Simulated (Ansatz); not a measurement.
# Co: enthalpy against pressure

Co, P6_3/mmc, a = 2.492 Å, c = 4.034 Å. Ansatz: PBE, PAW, 420 eV, Γ-centred 18×18×10 mesh on 2 atoms, Gaussian smearing 0.10 eV; collinear spin, largest moment 1.7 μB. Cell and atoms are relaxed at each pressure, and no other structure is tried, so the rows at high pressure may lie past a change of phase. y is the enthalpy over the state at zero pressure; there V0 = 10.848 Å³/atom. The pressures are the targets, met within 0.04 GPa.

| P (GPa) | y (eV/atom) |
| --- | --- |
| -2.0 | -0.1360 |
| 0.0 | 0.0000 |
| 2.0 | 0.1348 |
| 5.0 | 0.3348 |
| 10.0 | 0.6628 |
| 20.0 | ? |
| 40.0 | 2.5178 |

Problem. Fit y = c1 P + c2 P² + c3 P³ to the other rows, say what c1 and c2 mean, and predict the missing value.

Solution. Least squares on the rows shown. y = 0.067690 P − 0.00014857 P² + 7.4861×10⁻⁷ P³. Since dH/dP = V, c1 is V0: 0.067690 eV/GPa × 160.2 = 10.844 Å³ against 10.848; c2 = −V0/(2B0) gives B0 = 228 GPa, where a Birch–Murnaghan fit to the volumes of the same runs (not shown) gives 220 GPa. At P = 20.0 the fit asked for gives 1.3004 eV/atom. The run gave 1.3009 eV/atom, so the fit is 0.0005 eV/atom too low, a small miss on the scale of the series.

The mesh isn't the same in all rows (18×18×10, 24×24×12).